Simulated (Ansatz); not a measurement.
By PBEsol, the system below comes out a metal.

```
Ti3C2Si
1.0
    3.13091     0.00000     0.00000
   -1.56546     2.71145     0.00000
    0.00000     0.00000    17.69288
Ti Si C
6 2 4
Direct
  0.66667   0.33333   0.36492
  0.33333   0.66667   0.63508
  0.33333   0.66667   0.86492
  0.66667   0.33333   0.13508
  0.00000   0.00000   0.50000
  0.00000   0.00000   0.00000
  0.00000   0.00000   0.75000
  0.00000   0.00000   0.25000
  0.33333   0.66667   0.42751
  0.66667   0.33333   0.57249
  0.66667   0.33333   0.92751
  0.33333   0.66667   0.07249
```

Space group of this cell: P6_3/mmc. The cell is strained (lengths across the current scaled by 1.02, ions clamped); by PBEsol its mean pressure is -11.8 GPa.

The current flows along the normal of the first two printed cell vectors, the (001) (indices of the unstrained crystal) plane of the conventional cell. No spin-orbit coupling; the value is a mean over 0.1 eV about the Fermi level.

Question: State the ballistic conductance per area according to PBEsol (Ansatz, a program for electronic structure).

Answer: 0.44 × 10¹⁵ S/m² for both spins.
